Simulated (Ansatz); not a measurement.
Crystal: C.

```
C
1.0
     2.52210    0.00000    0.00000
    -1.26105    2.18420    0.00000
     0.00000    0.00000    8.23710
C
8
Cartesian
  1.2611 0.7281 6.9501
  0.0000 1.4561 2.8315
  1.2611 0.7281 5.4056
  0.0000 1.4561 1.2870
  0.0000 0.0000 7.4649
  0.0000 0.0000 3.3463
  0.0000 0.0000 4.8908
  0.0000 0.0000 0.7722
```

This is a hexagonal form of diamond, not graphite.

* Program: Ansatz 0.2.0
* Task: relaxation of cell and atoms
* Functional: PBE
* Potentials or basis: Ansatz PAW
* Cutoff: 420 eV (not typed: the program's choice for these potentials)
* k mesh: 12 × 12 × 4
* Occupations: fermi-dirac, width 0.05 eV
* Spin: no spin polarisation

At the start: volume 5.67 Å³/atom.

Problem. Where does the relaxation end?

Solution. It ends after 7 steps and the volume is 5.70 Å³/atom (+0.5 %); space group P6_3/mmc (No. 194, to 0.05 Å).

The path:
| step | energy change (eV) | largest force (eV/Å) | volume (Å³) |
| --- | --- | --- | --- |
| 1 | 0.0000 | 0.3294 | 45.38 |
| 2 | -0.0139 | 0.3603 | 45.51 |
| 3 | -0.0180 | 0.1892 | 45.55 |
| 4 | -0.0190 | 0.0008 | 45.59 |
| 5 | -0.0206 | 0.0013 | 45.59 |
| 6 | -0.0206 | 0.0002 | 45.60 |
| 7 | -0.0206 | 0.0002 | 45.60 |

Final structure:
```
C
1.0
     2.51803    0.00000    0.00000
    -1.25901    2.18068    0.00000
     0.00000    0.00000    8.30459
C
8
Direct
  0.66667 0.33333 0.84447
  0.33333 0.66667 0.34447
  0.66667 0.33333 0.65553
  0.33333 0.66667 0.15553
  0.00000 0.00000 0.90703
  0.00000 0.00000 0.40703
  0.00000 0.00000 0.59297
  0.00000 0.00000 0.09297
```

Caveat: the plane-wave basis is chosen anew once the cell has moved, so the energies of steps on either side of that aren't comparable; the pressure holds a Pulay correction of +1.0 GPa for the finite cutoff.
